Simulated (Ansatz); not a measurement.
Crystal: InSe.

```xyz
4
Lattice="2.0000 1.1547 8.4400 -2.0000 1.1547 8.4400 0.0000 -2.3094 8.4400" Properties=species:S:1:pos:R:3 pbc="T T T"
In    0.0000    0.0000   22.4994
In    0.0000    0.0000    0.0000
Se    0.0000    0.0000    4.3525
Se    0.0000    0.0000    9.7102
```

* Program: Ansatz 0.2.0
* Task: relaxation of cell and atoms
* Functional: BLYP
* Dispersion: D4
* Potentials or basis: Ansatz PAW
* Cutoff: 420 eV (not typed: the program's choice for these potentials)
* k mesh: 8 × 8 × 8
* Occupations: fermi-dirac, width 0.05 eV
* Spin: no spin polarisation

At the start: volume 29.24 Å³/atom.

Q: How do energy, volume and symmetry change on relaxing?

A: It ends after 7 steps and the volume is 29.70 Å³/atom (+1.6 %); space group R3m (No. 160, to 0.05 Å).

The path:
```tsv
step	energy change (eV)	largest force (eV/Å)	volume (Å³)
1	0.0000	0.4635	116.95
2	-0.0052	0.6477	117.48
3	-0.0546	0.3086	120.09
4	-0.0608	0.0249	118.64
5	-0.0629	0.0276	118.79
6	-0.0631	0.0006	118.79
7	-0.0633	0.0004	118.79
```

Final structure:
```yaml
crystal:
  lattice:
    - [2.04744, 1.18209, 8.18050]
    - [-2.04744, 1.18209, 8.18050]
    - [0.00000, -2.36418, 8.18050]
  atoms:
    - { symbol: In, position: [0.88712, 0.88712, 0.88712] }
    - { symbol: In, position: [0.00144, 0.00144, 0.00144] }
    - { symbol: Se, position: [0.16881, 0.16881, 0.16881] }
    - { symbol: Se, position: [0.38663, 0.38663, 0.38663] }
```

Caveat: the plane-wave basis is chosen anew once the cell has moved, so the energies of steps on either side of that aren't comparable; the PAW data sets come from PBE, with cores solved anew for the run's functional, which leaves a small shift of forces and pressure.
